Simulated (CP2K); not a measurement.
The system is Pt.

```
Pt
1.0
     2.77313    0.00000    0.00000
     1.38657    2.40160    0.00000
     1.38657    0.80053    2.26425
Pt
1
Direct
  0.00000 0.00000 0.00000
```

Base run:

- Program: CP2K 2026.2
- Functional: PBE
- Potentials or basis: POTENTIAL_UZH Pt GTH-PBE-q18; ccGRB-D basis
- Density cutoff: 7483 eV
- k mesh: 12 × 12 × 12
- Occupations: fermi-dirac, width 0.05 eV
- Spin: no spin polarisation

Its results: band gap on the k mesh none (metal or under the smearing width); pressure 16.7 GPa.

Problem. The run is repeated on the same cell with these changes: potentials or basis from POTENTIAL_UZH Pt GTH-PBE-q18; ccGRB-D basis to POTENTIAL_UZH Pt GTH-PBE-q18; TZV2P-MOLOPT-PBE-GTH basis; basis sets from Pt ccGRB-D-q18 to Pt TZV2P-MOLOPT-PBE-GTH-q18. What comes out?

Solution. Band gap on the k mesh none (metal or under the smearing width); pressure 10.2 GPa.

Caveats: the basis of atomic orbitals isn't converged, which shifts pressures, moduli and gaps.
